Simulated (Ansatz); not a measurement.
A relaxed cell of Si₂W is given with its symmetry left out. The cell was found from a structure generator's guess, not taken from experiment.

These are results of Ansatz, DFT PBE, scalar-relativistic, plane waves, PAW, not measurements. Cutoff 420 eV, Γ-centred mesh, Gaussian smearing, no spin polarisation.

```
Si W
1.0
     2.95236    0.00000    0.00000
    -1.47618    2.55682    0.00000
     0.00000    0.00000    5.85346
Si W
2 1
Direct
  0.66667 0.33333 0.66964
  0.33333 0.66667 0.33036
  0.00000 0.00000 0.00000
```

The zero of energy is the elements' standard structures at the same level; no fitted shifts are applied.

**Question.** What space group does it have?

**Answer.** P-3m1 (No. 164), the anti-cadmium iodide type. Conventional cell: a = 2.952 Å, c = 5.853 Å. Si has 3 W at 2.58 Å, 3 Si at 2.62 Å and 6 Si at 2.95 Å; W has 6 Si at 2.58 Å and 6 W at 2.95 Å.

**Question.** What is its formation energy per atom?

**Answer.** +0.11 eV/atom. The separate elements lie lower, so it is unstable against them.

**Question.** Is it a metal?

**Answer.** Yes, bands cross the Fermi level on the 18×18×8 mesh.

**Question.** From what recipe could a structure generator have reached it?

**Answer.** One such recipe: close-packed layers stacked ABC, next cell at A (P-3m1, No. 164). Other recipes can lead to the same cell.

The last run used an 18×18×8 mesh (in the run's order of axes) for its 3-atom cell and Gaussian smearing of 0.10 eV. These runs have no spin–orbit coupling, which can matter for W. A later test with randomly moved atoms came back to the same energy, though modes that don't fit the test's cell weren't probed.
